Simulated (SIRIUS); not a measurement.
Zn:

```
Zn
1.0
     2.67000    0.00000    0.00000
    -1.33500    2.31229    0.00000
     0.00000    0.00000    4.96600
Zn
2
Cartesian
  1.3350 0.7708 3.7245
  0.0000 1.5415 1.2415
```

Base run:

* Program: SIRIUS 7.10.0
* Functional: BLYP
* Potentials or basis: PseudoDojo 0.4.1 PBE standard (scalar relativistic)
* Cutoff: 1152 eV
* Density cutoff: 4606 eV
* k mesh: 8 × 8 × 4
* Occupations: fermi-dirac, width 0.05 eV
* Spin: no spin polarisation

Its results: band gap on the k mesh none (metal or under the smearing width); pressure 4.3 GPa.

Task: After a change of settings the same cell gave: band gap on the k mesh none (metal or under the smearing width); pressure -7.0 GPa. Which change was it?
A. functional from BLYP to RPBE; libxc names from ["XC_GGA_X_B88", "XC_GGA_C_LYP"] to ["XC_GGA_X_RPBE", "XC_GGA_C_PBE"]
B. functional from BLYP to LDA; libxc names from ["XC_GGA_X_B88", "XC_GGA_C_LYP"] to ["XC_LDA_X", "XC_LDA_C_PW"]
C. functional from BLYP to KT2; libxc names from ["XC_GGA_X_B88", "XC_GGA_C_LYP"] to ["XC_GGA_XC_KT2"]
D. functional from BLYP to SOGGA; libxc names from ["XC_GGA_X_B88", "XC_GGA_C_LYP"] to ["XC_GGA_X_SOGGA", "XC_GGA_C_PBE"]

Result: D.

Caveats: the potentials were made for another functional, which shifts forces and pressure.

Runs at the PBE level aren't shown here.
